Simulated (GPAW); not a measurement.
The system is Si2Ni.

```
Ni Si
1.0
     0.00000    2.70300    2.70300
     2.70300    0.00000    2.70300
     2.70300    2.70300    0.00000
Ni Si
1 2
Direct
  0.00000 0.00000 0.00000
  0.75000 0.75000 0.75000
  0.25000 0.25000 0.25000
```

Program: GPAW 26.7.0. Alike in all runs: spin collinear, ferromagnetic start; cell as given; k mesh 9 × 9 × 9; cutoff (eV) 600. Hardware: 1 thread of Arm Neoverse V1 (shared host).

**Question.** Order these runs on this cell by their wall time, lowest first.
A. task band structure; level LDA; potentials or basis the program's PAW data sets (release 1.2.1) made for this functional, pw; smearing fermi-dirac 0.05 eV; band path GXWKGLUWLK,UX; band points 60
B. task single point; level PBE; potentials or basis GPAW PAW data sets (gpaw-data 1.2.1), pw; smearing gaussian 0.011 eV
C. task band structure; level r2SCAN; potentials or basis GPAW PAW data sets (gpaw-data 1.2.1), pw; smearing fermi-dirac 0.05 eV; band path GXWKGLUWLK,UX; band points 60

**Answer.** B (63 s), A (130 s), C (420 s).

Not every run made on this cell is shown here.
